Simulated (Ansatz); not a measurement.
# InGaAs2: the cost of one run

Method: reference: DFT, HSE06, plane waves, PAW, in Ansatz 0.2.0.

### 1 The starting structure

The structure is tetragonal, space group P-4m2 (No. 115). The conventional cell has a = 4.156 Å, b = 4.156 Å, c = 5.914 Å, α = 90.00°, β = 90.00°, γ = 90.00°. Around Ga (site symmetry -4m2) lie 4 As at 2.48 Å. As (site symmetry 2mm) has 2 Ga at 2.48 Å and 2 In at 2.62 Å as nearest neighbours. In (site symmetry -4m2) has 4 As at 2.62 Å as nearest neighbours.

Structure file:

```
CELL_PARAMETERS angstrom
4.15598 0.00000 0.00000
0.00000 4.15598 0.00000
0.00000 0.00000 5.91352
ATOMIC_POSITIONS crystal
Ga 0.00000 0.00000 0.00000
As 0.00000 0.50000 0.23007
In 0.50000 0.50000 0.50000
As 0.50000 0.00000 0.76993
```

### 2 Baseline

Input file input.yaml:

```yaml
crystal:
  lattice:
    - [4.1559802593, 0.0, 0.0]
    - [0.0, 4.1559802593, 0.0]
    - [0.0, 0.0, 5.9135166472]
  atoms:
    - { symbol: Ga, position: [0.0, 0.0, 0.0] }
    - { symbol: As, position: [0.0, 0.5, 0.2300713556] }
    - { symbol: In, position: [0.5, 0.5, 0.5] }
    - { symbol: As, position: [0.5, 0.0, 0.7699286444] }
kpoints:
  mp_grid: { grid: [4, 4, 2] }
hamiltonian:
  xc: hse06
scf:
  occupations: { method: fermi_dirac, width: 0.02 }
  n_extra_bands: 5
output:
  forces: true
  stress: true
  eigenvalues: true
```

Command:

```sh
ansatz run input.yaml --threads 4 --pin off --max-ram 3686MiB --backend cpu --events-out ev --progress --plain --runs-dir out
```

Q: Estimate wall time and peak memory on 4 threads of Arm Neoverse V1, shared host.

About 24 s, with a peak of 1.4 GiB.
